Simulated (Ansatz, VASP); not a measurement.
# Ti in VASP and in Ansatz

```
Ti
1.0
     2.86412    0.00000    0.00000
    -1.43206    2.48040    0.00000
     0.00000    0.00000   20.80306
Ti
4
Direct
  0.66667 0.33333 0.33649
  0.33333 0.66667 0.44550
  0.66667 0.33333 0.55889
  0.33333 0.66667 0.66054
```

Alike in both runs: functional LDA; k mesh 12 × 12 × 1; occupations gaussian, width 0.1 eV; no spin polarisation.

Ansatz relaxed the structure, and its values are those at the end. VASP's run is a single point on that final structure, the one shown.

```csv
,VASP,Ansatz
version,VASP 6.6.1,Ansatz 0.2.0
potentials or method,"VASP PAW LDA potentials, release 64 (Ti_sv)","scalar-relativistic, plane waves, PAW"
plane-wave cutoff (eV),520,420
valence electrons in the cell,48,48
```

Ansatz gave:

```
gap on the k mesh at the Fermi level (eV) : none
rms of the force components (eV/Å)        : 0.253
```

Problem. Estimate VASP's values.

Solution. gap on the k mesh at the Fermi level (eV): none; rms of the force components (eV/Å): 0.254.

A gap of «none» marks a metal or a gap that the smearing closes. Ansatz warned: «pseudo_functional_mismatch».
